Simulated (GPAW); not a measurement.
Runs of GPAW 26.7.0 on CdS (Greenockite). Symmetry: P6_3mc, No. 186, hexagonal system. Conventional cell: a = 4.150 Å, b = 4.150 Å, c = 6.737 Å, α = 90.00°, β = 90.00°, γ = 120.00°. Cd (site symmetry 3m) has 4 S at 2.53 to 2.54 Å as nearest neighbours. Around S (site symmetry 3m) lie 4 Cd at 2.53 to 2.54 Å. 

```tsv
task	level	potentials or basis	spin	cell	optimizer	fmax	max steps	target pressure	band path	gap on the mesh (eV)	pressure (GPa)	relaxed volume (Å³/atom)	largest force (eV/Å)
relaxation of cell and atoms	MS2	GPAW PAW data sets (gpaw-data 1.2.1), pw	off	relaxed to -1 GPa	FIRE	0.01 eV/Å	60	-1 GPa	-	1.46	-1.0	-	0.01
band structure	PBEint	PAW data sets generated in the run's folder for this functional, pw	SOC, no magnetisation	as given	-	-	-	-	GMKGALHA,LM,KH	1.12	-0.1	-	0.06
relaxation of cell and atoms	r2SCAN	GPAW PAW data sets (gpaw-data 1.2.1), pw	off	relaxed	BFGS	0.02 eV/Å	40	-	-	1.60	0.0	25.35	0.01
relaxation of cell and atoms	PW91	PAW data sets generated in the run's folder for this functional, pw	off	relaxed	FIRE	0.02 eV/Å	40	-	-	1.07	-0.1	25.88	0.01
relaxation of cell and atoms	M06-L	GPAW PAW data sets (gpaw-data 1.2.1), pw	off	relaxed to 20 GPa	LBFGS	0.05 eV/Å	100	20 GPa	-	2.05	20.0	-	0.03
band structure	vdW-DF	GPAW PAW data sets (gpaw-data 1.2.1), pw	SOC, no magnetisation	as given	-	-	-	-	GMKGALHA,LM,KH	(b)	-	-	0.07
band structure	MS2	GPAW PAW data sets (gpaw-data 1.2.1), pw	SOC, no magnetisation	as given	-	-	-	-	GMKGALHA,LM,KH	1.50	0.5	-	0.07
relaxation of cell and atoms	BP86	PAW data sets generated in the run's folder for this functional, pw	off	relaxed	BFGS	0.02 eV/Å	40	-	-	1.01	0.0	26.02	0.01
relaxation of cell and atoms	PBEint	PAW data sets generated in the run's folder for this functional, pw	off	relaxed to 1 GPa	FIRE	0.02 eV/Å	60	1 GPa	-	(a)	1.1	-	0.01
band structure	GLLB-SC	the program's PAW data sets (release 1.2.1) made for this functional, pw	off	as given	-	-	-	-	GMKGALHA,LM,KH	2.44	-	-	-
band structure	SCAN	GPAW PAW data sets (gpaw-data 1.2.1), pw	SOC, no magnetisation	as given	-	-	-	-	GMKGALHA,LM,KH	1.53	0.0	-	0.08
```

Alike in all rows: k mesh 5 × 5 × 3; cutoff (eV) 600; smearing fermi-dirac 0.05 eV.

Task: Fill in the values left out.

Result: (a) 1.18; (b) 1.28.

Caveats: later steps reuse the first step's grids (some runs); the PAW data sets were made with another functional, which shifts forces and pressure a little (some runs); spin-orbit coupling was added after a scalar SCF, so levels and gaps hold it while energy, forces, pressure and moments don't (some runs); this program's spin-orbit splittings come out too wide for heavy elements (some runs); the volume moved by over 15 % at a fixed basis, so the end points are rough (some runs); the GLLB-SC gap is the Kohn-Sham gap of the path plus the derivative discontinuity (some runs); a model potential gives levels but no total energy (some runs).

A k mesh can miss the band edges, and rows without SOC leave out spin-orbit coupling on Cd.

Runs at the PBE level aren't shown here.
